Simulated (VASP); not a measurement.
Runs of VASP 6.6.1 on PtS2. The structure is monoclinic, space group C2/m (No. 12). Conventional cell: a = 6.233 Å, b = 3.821 Å, c = 4.395 Å, α = 90.00°, β = 90.04°, γ = 90.00°. Around Pt (site symmetry 2/m) lie 6 S at 2.32 to 2.58 Å. S (site symmetry m) has 3 Pt at 2.32 to 2.58 Å as nearest neighbours. The cell was built by a generator and isn't the measured one.

```tsv
spin	U	fixed moment (μB)	gap on the mesh (eV)	pressure (GPa)	moment (μB)	largest force (eV/Å)
collinear, ferromagnetic start	Pt d U = 2 eV	1	-	-3.0	1.00	0.96
collinear, ferromagnetic start	Pt d U = 6 eV	-	none	(a)	0.00	(b)
collinear, ferromagnetic start	Pt d U = 6 eV	3	-	6.3	3.00	0.51
collinear, ferromagnetic start	Pt d U = 2 eV	-	none	-5.3	0.00	1.43
collinear, zero start	Pt d U = 2 eV	-	none	-5.3	0.00	1.43
```

Alike in all rows: task single point; level PBE+U; potentials or basis VASP PAW PBE potentials, release 64 (Pt, S); cell as given; k mesh 6 × 6 × 4; cutoff (eV) 520; smearing gaussian 0.05 eV.

Task: Fill in the values left out.

Result: (a) -7.5; (b) 1.26.

Caveats: forces of over 1 eV/Å show positions far from the minimum, so gaps and moduli don't describe the material at rest (some runs); the total moment is fixed, so each spin has its own Fermi level (some runs); the moment is held away from its start (some runs).

A k mesh can miss the band edges, and the runs leave out spin-orbit coupling on Pt.

A gap of «none» marks a metal or a gap under the smearing width.
